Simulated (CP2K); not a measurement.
# Si in CP2K: convergence with cutoff ry

Crystal: Si.

```
Si
1.0
     2.52367    0.00000    0.00000
     0.00368    2.54347    0.00000
     0.11230    0.03619    2.52923
Si
1
Cartesian
  1.3158 1.2752 1.2974
```

The cell isn't the ideal one: cell strained at random at fixed volume.

| Quantity | Value |
| --- | --- |
| Program | CP2K 2026.2 |
| Task | single point |
| Functional | BLYP |
| Potentials or basis | GTH_POTENTIALS Si GTH-BLYP-q4; TZVP-MOLOPT-PBE-GTH basis |
| Density cutoff | 1225 eV |
| k mesh | 8 × 8 × 8 |
| Occupations | fermi-dirac, width 0.05 eV |
| Spin | no spin polarisation |

These are the settings of the first run; the series varies cutoff ry, with any setting tied to it.

Hardware: 1 thread of Arm Neoverse V2, on a shared host.

```
cutoff ry  energy less the tightest run, at zero smearing (meV/atom)  SCF cycles  CPU time (s)  peak memory (GiB)
    90 Ry                                                       0.00          13            27               0.18
   140 Ry                                                       0.00          13            30               0.19
   190 Ry                                                       0.00          13            30               0.19
   250 Ry                                                       0.00          13            29               0.19
   320 Ry                                                       0.00          13            27                0.2
   380 Ry                                                       0.00          13            26                0.2
   450 Ry                                                       0.00          13            32               0.21
   560 Ry                                                       0.00          13            29               0.22
   720 Ry                                                       0.00          13            29               0.24
```

Against the tightest run, the energy stays within 1 meV/atom from 90 Ry on. The tightest run that finished is the yardstick and may itself not be fully converged.
